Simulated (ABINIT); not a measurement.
# MnO (P6_3mc) in ABINIT: band structure with PBEsol

Aim: the band structure of MnO with PBEsol.

Program: ABINIT 10.8.3 (patched build). These are calculated values, not measurements. Logs are shortened: lines on timing, memory, paths and dates and some standing lists are left out, and cuts for length are marked. The log counts tension as positive stress, the text compression.

## (1) The structure

It takes space group P6_3mc (No. 186, hexagonal). The conventional cell has a = 3.372 Å, b = 3.372 Å, c = 5.386 Å, α = 90.00°, β = 90.00°, γ = 120.00°. Mn (site symmetry 3m) has 4 O at 1.96 to 2.08 Å as nearest neighbours. Around O (site symmetry 3m) lie 4 Mn at 1.96 to 2.08 Å.

Measurements of this composition are mostly on another form, of space group No. 225.

## (2) Band structure, PBEsol, collinear spin, ferromagnetic start

The input, run.abi:

```
# Datasets: ground state, then fixed potential
ndtset 2

# Pseudopotentials
pp_dirpath "./"
pseudos "Mn.GGA_PBE-JTH.xml, O.GGA_PBE-JTH.xml"

# Structure
acell 3*1.0
rprim
     6.3715895744     0.0000000000     0.0000000000
    -3.1857947872     5.5179584338     0.0000000000
     0.0000000000     0.0000000000    10.1771200442
ntypat 2
znucl 25 8
natom 4
typat 1 1 2 2
xcart
     3.1857947875     1.8393194778     5.2001012578
    -0.0000000003     3.6786389561     0.1115412357
     3.1857947875     1.8393194778     8.9097632851
    -0.0000000003     3.6786389561     3.8212032630

# Plane-wave basis
ecut 707.496042 eV
pawecutdg 48.0
pawxcdev 0

# Exchange and correlation
ixc -116133

# Bands and occupations
occopt 3
tsmear 0.05 eV

# Spin
nsppol 2
spinat
     0.0000000000     0.0000000000     4.0000000000
     0.0000000000     0.0000000000     4.0000000000
     0.0000000000     0.0000000000     0.0000000000
     0.0000000000     0.0000000000     0.0000000000

# SCF cycle
nstep 100

# Output
iomode 3
prtwf 0
prteig 0
prtebands 0
enunit 1
prtden1 1

# Dataset 1
kptopt1 1
ngkpt1 9 9 5
nshiftk1 1
shiftk1 0.0 0.0 0.0
nband1 28
tolvrs1 1.0e-9

# Dataset 2: bands along G-M-K-G-A-L-H-A
iscf2 -2
getden2 1
nband2 34
nbdbuf2 4
tolwfr2 1.0e-11
kptopt2 -7
ndivsm2 8
prteig2 1
prtvol2 -3
kptbounds2
     0.0000000000     0.0000000000     0.0000000000
     0.5000000000     0.0000000000     0.0000000000
     0.3333333333     0.3333333333     0.0000000000
     0.0000000000     0.0000000000     0.0000000000
     0.0000000000     0.0000000000     0.5000000000
     0.5000000000     0.0000000000     0.5000000000
     0.3333333333     0.3333333333     0.5000000000
     0.0000000000     0.0000000000     0.5000000000
```

Potentials or basis: JTH PAW PBE v2.0.

Run with:

```
> mpirun --bind-to none -np 4 abinit run.abi > log 2>&1
```

run.abo:

```text
.Version 10.8.3 of ABINIT
 DATASET    1 : space group P6_3 m c (#186); Bravais hP (primitive hexag.)
================================================================================
 Values of the parameters that define the memory need for DATASET  1.
     intxc =       0    ionmov =       0      iscf =      17    lmnmax =      18
     lnmax =       6     mgfft =      48  mpssoang =       3    mqgrid =    3175
     natom =       4  nloc_mem =       2    nspden =       2   nspinor =       1
    nsppol =       2      nsym =      12    n1xccc =       1    ntypat =       2
    occopt =       3   xclevel =       2
       mpw =        2298          nfft =       43200          nkpt =          36
Pmy_natom=         1
 PAW method is used; the additional fine FFT grid is defined by:
   mgfftf=        64    nfftf =    102400
================================================================================
================================================================================

 DATASET    2 : space group P6_3 m c (#186); Bravais hP (primitive hexag.)
================================================================================
 Values of the parameters that define the memory need for DATASET  2.
     intxc =       0    ionmov =       0      iscf =      -2    lmnmax =      18
     lnmax =       6     mgfft =      48  mpssoang =       3    mqgrid =    3175
     natom =       4  nloc_mem =       2    nspden =       2   nspinor =       1
    nsppol =       2      nsym =      12    n1xccc =       1    ntypat =       2
    occopt =       3   xclevel =       2
       mpw =        2306          nfft =       43200          nkpt =          91
Pmy_natom=         1
 PAW method is used; the additional fine FFT grid is defined by:
   mgfftf=        64    nfftf =    102400
================================================================================
================================================================================

--------------------------------------------------------------------------------
------------- Echo of variables that govern the present computation ------------
--------------------------------------------------------------------------------
 -outvars: echo values of preprocessed input variables --------
            acell      1.0000000000E+00  1.0000000000E+00  1.0000000000E+00 Bohr
              amu      5.49380500E+01  1.59994000E+01
             ecut      2.60000000E+01 Hartree
           enunit           1
           getden1          0
           getden2          1
[... 3121 lines left out ...]
 -75.58980  -75.58980  -44.47650  -44.47650  -44.47620  -44.47620  -44.46204  -44.46204
 -13.79683  -13.79683   -1.19982   -1.19982   -0.21096   -0.21096   -0.20345   -0.20345
   3.10557    3.10557    3.10783    3.10783    4.48027    4.48027    5.37298    5.37298
   5.39529    5.39529    7.10236    7.10236   14.21306   14.21306   17.30600   17.30600
  17.41628   17.41628
 kpt#  91, nband= 34, wtk=  1.00000, kpt=  0.0000  0.0000  0.5000 (reduced coord)
 -75.58982  -75.58982  -44.47613  -44.47613  -44.47613  -44.47613  -44.46217  -44.46217
 -13.80024  -13.80024   -1.19866   -1.19866   -0.20725   -0.20725   -0.20725   -0.20725
   3.10852    3.10852    3.10852    3.10852    4.47158    4.47158    5.40113    5.40113
   5.40113    5.40113    7.07136    7.07136   14.20354   14.20354   17.41914   17.41914
  17.41914   17.41914
 Eigenvalues (   eV  ) for nkpt=  91  k points, SPIN DOWN:
 kpt#   1, nband= 34, wtk=  1.00000, kpt=  0.0000  0.0000  0.0000 (reduced coord)
 -70.83590  -70.83197  -39.83318  -39.80394  -39.80394  -39.79609  -39.79609  -39.78187
 -13.57666  -13.05451   -0.47362    0.81193    0.98061    0.98061    1.18479    1.18479
   5.77143    6.86910    6.86910    7.01287    7.65541    7.65541    8.46187    8.46187
   9.32619    9.44123    9.44123   10.95089   13.23160   19.06558   19.07353   19.07353
  19.91834   19.91834
 kpt#   2, nband= 34, wtk=  1.00000, kpt=  0.0333  0.0000  0.0000 (reduced coord)
 -70.83588  -70.83196  -39.83303  -39.80426  -39.80405  -39.79644  -39.79615  -39.78195
 -13.57223  -13.05278   -0.46453    0.81315    0.95713    0.98159    1.17213    1.18577
   5.81716    6.85397    6.86790    6.99330    7.65926    7.66429    8.45242    8.45890
   9.32253    9.43272    9.43840   10.99756   13.23988   18.62735   19.02898   19.39226
  19.86754   19.99317
 kpt#   3, nband= 34, wtk=  1.00000, kpt=  0.0667  0.0000  0.0000 (reduced coord)
 -70.83578  -70.83192  -39.83259  -39.80517  -39.80435  -39.79749  -39.79632  -39.78220
 -13.55908  -13.04772   -0.43754    0.81257    0.89462    0.98495    1.13510    1.18862
   5.94981    6.80579    6.86532    6.94506    7.67003    7.68734    8.42508    8.45016
   9.31043    9.40794    9.42978   11.13395   13.26409   18.11130   18.93107   19.41144
[... 515 lines left out ...]
   8.86608    8.86608    9.31661    9.31661   15.82975   15.82975   18.66950   18.66950
  19.08268   19.08268
 kpt#  90, nband= 34, wtk=  1.00000, kpt=  0.0196  0.0196  0.5000 (reduced coord)
 -70.83391  -70.83391  -39.80794  -39.80794  -39.80010  -39.80010  -39.80002  -39.80002
 -13.31047  -13.31047   -0.08279   -0.08279    1.05719    1.05719    1.06595    1.06595
   7.32641    7.32641    7.35102    7.35102    7.38583    7.38583    8.84533    8.84533
   8.86680    8.86680    9.26062    9.26062   15.78328   15.78328   18.98101   18.98101
  19.09977   19.09977
 kpt#  91, nband= 34, wtk=  1.00000, kpt=  0.0000  0.0000  0.5000 (reduced coord)
 -70.83393  -70.83393  -39.80763  -39.80763  -39.80002  -39.80002  -39.80002  -39.80002
 -13.31375  -13.31375   -0.08123   -0.08123    1.06478    1.06478    1.06478    1.06478
   7.34950    7.34950    7.35246    7.35246    7.35246    7.35246    8.86687    8.86687
   8.86687    8.86687    9.23821    9.23821   15.76681   15.76681   19.10430   19.10430
  19.10430   19.10430

== END DATASET(S) ==============================================================
================================================================================

 -outvars: echo values of variables after computation  --------
            acell      1.0000000000E+00  1.0000000000E+00  1.0000000000E+00 Bohr
           etotal1    -2.4169057616E+02
            fcart1    -0.0000000000E+00 -0.0000000000E+00 -1.1845901522E-02
                      -0.0000000000E+00 -0.0000000000E+00 -1.1845901522E-02
                      -0.0000000000E+00 -0.0000000000E+00  1.1845901522E-02
                      -0.0000000000E+00 -0.0000000000E+00  1.1845901522E-02
            rprim      6.3715895744E+00  0.0000000000E+00  0.0000000000E+00
                      -3.1857947872E+00  5.5179584338E+00  0.0000000000E+00
                       0.0000000000E+00  0.0000000000E+00  1.0177120044E+01
           strten1     5.0377209028E-05  5.0377210000E-05 -2.0447185940E-04
                       0.0000000000E+00  0.0000000000E+00  0.0000000000E+00
           xangst      1.6858499989E+00  9.7332595066E-01  2.7517750781E+00
                       1.8964939231E-17  1.9466519013E+00  5.9025079968E-02
                       1.6858499989E+00  9.7332595066E-01  4.7148436818E+00
                       1.8964939231E-17  1.9466519013E+00  2.0220936836E+00
             xred      6.6666666667E-01  3.3333333334E-01  5.1096000000E-01
                       3.3333333334E-01  6.6666666668E-01  1.0960000002E-02
                       6.6666666667E-01  3.3333333334E-01  8.7547000000E-01
                       3.3333333334E-01  6.6666666668E-01  3.7547000000E-01
 Calculation completed.
```

Wall time 2.3 min (4 MPI ranks of Arm Neoverse V2, shared host); peak memory 0.68 GiB.

Results:

| Item | Value |
| --- | --- |
| Free energy | -6576.7356 eV |
| Pressure | 1.0 GPa |
| Largest force | 0.609 eV/Å |
| Band gap on the k mesh | none (metal or under the smearing width) |
| Net moment | 9.99 μB per cell |
| Site moments | Mn +4.27; O +0.20 μB |
| Valence electrons inside the program's atomic spheres | Mn 13.06; O 4.52 |

Forces on the atoms (eV/Å):
```
Mn   0.000  0.000 -0.609
Mn   0.000  0.000 -0.609
O    0.000  0.000  0.609
O    0.000  0.000  0.609
```

Levels at the corners of the path, in eV from the Fermi level:
Spin up:
```csv
point,band 23,band 24,band 25,band 26,band 27,band 28,band 29,band 30
Γ,-1.07,-1.07,0.00,0.00,0.06,3.54,5.48,11.35
M,-2.09,-1.90,-0.87,-0.73,3.76,4.15,5.70,7.44
K,-1.96,-1.51,-1.31,-1.31,5.36,5.54,5.71,5.71
Γ,-1.07,-1.07,0.00,0.00,0.06,3.54,5.48,11.35
A,-0.56,-0.56,-0.56,-0.56,1.11,1.11,8.24,8.24
L,-1.32,-1.32,-1.24,-1.24,3.72,3.72,6.02,6.02
H,-1.98,-1.98,-1.18,-1.18,5.36,5.36,6.04,6.04
A,-0.56,-0.56,-0.56,-0.56,1.11,1.11,8.24,8.24
```
Spin down:
```
point  band 13  band 14  band 15  band 16  band 17  band 18  band 19  band 20
    Γ    -4.98    -4.98    -4.78    -4.78    -0.19     0.91     0.91     1.05
    M    -5.41    -4.97    -4.89    -4.71     0.35     0.39     1.20     1.47
    K    -5.46    -5.46    -5.08    -5.08     0.26     0.63     0.63     0.94
    Γ    -4.98    -4.98    -4.78    -4.78    -0.19     0.91     0.91     1.05
    A    -4.90    -4.90    -4.90    -4.90     1.39     1.39     1.39     1.39
    L    -4.99    -4.99    -4.81    -4.81     0.86     0.86     1.48     1.48
    H    -5.66    -5.66    -4.64    -4.64     0.53     0.53     1.43     1.43
    A    -4.90    -4.90    -4.90    -4.90     1.39     1.39     1.39     1.39
```

Caveat: the PAW data sets were made with another functional, which shifts forces and pressure a little; semilocal functionals often make such compounds metallic where correlation or magnetic order opens a gap, which also shifts bond lengths; only a ferromagnetic start was run, and an antiferromagnetic order may lie lower in energy.
